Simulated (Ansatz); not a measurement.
## Electric field gradients in SiO₂

The cell is a Materials Project structure (computed, not necessarily an observed phase).

```
Si O
1.0
     9.77799    0.00000    0.00000
     0.00000    7.54459    0.00000
     0.00000    0.00000    9.44051
Si O
12 24
Direct
  0.09073 0.20468 0.36645
  0.59073 0.79532 0.63355
  0.90927 0.20468 0.63355
  0.40927 0.79532 0.36645
  0.90927 0.79532 0.63355
  0.40927 0.20468 0.36645
  0.09073 0.79532 0.36645
  0.59073 0.20468 0.63355
  0.08954 0.50000 0.14111
  0.58954 0.50000 0.85889
  0.91046 0.50000 0.85889
  0.41046 0.50000 0.14111
  0.05285 0.32459 0.23136
  0.55285 0.67541 0.76864
  0.94715 0.32459 0.76864
  0.44715 0.67541 0.23136
  0.94715 0.67541 0.76864
  0.44715 0.32459 0.23136
  0.05285 0.67541 0.23136
  0.55285 0.32459 0.76864
  0.25000 0.23002 0.40697
  0.75000 0.76998 0.59303
  0.75000 0.23002 0.59303
  0.25000 0.76998 0.40697
  0.05990 0.00000 0.32823
  0.55990 0.00000 0.67177
  0.94010 0.00000 0.67177
  0.44010 0.00000 0.32823
  0.00000 0.26551 0.50000
  0.50000 0.73449 0.50000
  0.00000 0.73449 0.50000
  0.50000 0.26551 0.50000
  0.00000 0.50000 0.00000
  0.50000 0.50000 0.00000
  0.25000 0.50000 0.10134
  0.75000 0.50000 0.89866
```

Sites (sets of like atoms) are named by element and the number of their first atom in this list.

The numbers come from a DFT calculation in Ansatz (r2SCAN, plane waves and PAW, scalar-relativistic, 500 eV cutoff, Γ-centred 2×3×3 k-points, Fermi–Dirac smearing 0.02 eV).

V_zz is the principal component of the electric field gradient with the largest magnitude, η = (V_xx − V_yy)/V_zz and C_Q = eQV_zz/h.

17O: I = 5/2, Q = -25.58 mb. Nuclear quadrupole moments: year-2017 set (Pyykkö).

| site | atoms (order as listed) | first shell | V_zz (10²¹ V/m²) | η | C_Q (MHz) |
| --- | --- | --- | --- | --- | --- |
| Si1 | 1, 2, 3, 4, 5, 6, … | 4 O at 1.61–1.62 Å | 1.06 | 0.79 | – |
| Si9 | 9, 10, 11, 12 | 4 O at 1.59–1.61 Å | -0.58 | 0.57 | – |
| O13 | 13, 14, 15, 16, 17, 18, … | 2 Si at 1.61 Å, angle 146° | 9.26 | 0.19 | -5.73 |
| O21 | 21, 22, 23, 24 | 2 Si at 1.62 Å, angle 149° | 9.14 | 0.09 | -5.65 |
| O25 | 25, 26, 27, 28 | 2 Si at 1.61 Å, angle 146° | 9.15 | 0.14 | -5.66 |
| O29 | 29, 30, 31, 32 | 2 Si at 1.61 Å, angle 147° | 9.32 | 0.16 | -5.77 |
| O33 | 33, 34 | 2 Si at 1.59 Å, angle 180° | 10.35 | 0.02 | -6.40 |
| O35 | 35, 36 | 2 Si at 1.61 Å, angle 153° | 9.58 | 0.16 | -5.92 |

At O13, O21, O25, O29 and O35 V_zz runs parallel to the line that joins its two neighbours (within 1°) in each case. At O33 V_zz points along the line of its two bonds (within 1°).

Si has no stable isotope with a ground-state quadrupole moment in the table, so no C_Q is given.

Hardware: 1 thread of Intel Xeon 6975P-C (Granite Rapids) (x86_64; 16 cores open to the job, memory cap 2.5 GiB, no GPU), a shared host with a load of 0.2 a core. Wall time 84 s, CPU time 84 s, peak memory 2.3 GiB.
